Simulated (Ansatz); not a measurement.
TaS2, 6 atoms in the cell. The cell holds a slab with vacuum, 6 atoms: a = 3.282 Å, b = 3.282 Å, c = 30.588 Å, α = 90.00°, β = 90.00°, γ = 60.22°.  The cell isn't the ideal one: the (0 1 0) slab of TaS2, cut from the database cell, not relaxed.

```yaml
Program: Ansatz 0.2.0
Task: single point
Functional: PBE
Potentials_or_basis: Ansatz PAW
Cutoff: "420 eV (not typed: the program's choice for these potentials)"
k_mesh: 9 × 9 × 1
Occupations: fermi-dirac, width 0.05 eV
Spin: no spin polarisation
Boundary_along_the_surface_normal: dipole_correction
Miller: "[0, 1, 0]"
Bulk_formula: TaS2
```

Potentials or basis: Ansatz PAW.

Launch:

```console
$ ansatz run input.yaml --threads 4 --pin off --max-ram 11264MiB --backend cpu --events-out ev --progress --plain --runs-dir out
```

Hardware: 4 threads of Arm Neoverse V2, on a shared host.

Q: How long does it take, and how much memory?

A: It took 3.6 s on 4 threads of Arm Neoverse V2 (shared host), peak memory 0.6 GiB. Counts: scf iterations 8, plane waves 5687, k points 25, bands 31.
